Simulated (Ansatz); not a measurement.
Cu Kα1 powder pattern (kinematic, no thermal factors).
2θ (°) (relative intensity): 32.82 (34, 2 0 0), 36.83 (100, 2 1 0), 40.49 (77, 2 1 1), 58.59 (8, 2 2 2), 61.24 (22, 3 2 0), 63.81 (39, 3 2 1), 68.81 (15, 4 0 0), 78.36 (10, 4 2 0), 80.68 (19, 4 2 1), 82.99 (9, 3 3 2)

The pattern is computed from a structure relaxed with DFT PBE, scalar-relativistic, plane waves, PAW in Ansatz 0.2.0. No spin polarisation. Its elements are Li.

Problem. Give the structure.

Solution. Li.
Space group Pm-3n (No. 223). a = 5.453 Å, b = 5.453 Å, c = 5.453 Å, α = 90.00°, β = 90.00°, γ = 90.00°
| atom | site | symmetry | x | y | z |
| --- | --- | --- | --- | --- | --- |
| Li | 2a | m-3. | 0.5000 | 0.5000 | 0.5000 |
| Li | 6c | -4m.2 | 0.2500 | 0.0000 | 0.5000 |

A pattern alone doesn't exclude other cells with like lines; this is the one computed.

The cell was found from a structure generator's guess, not taken from experiment.
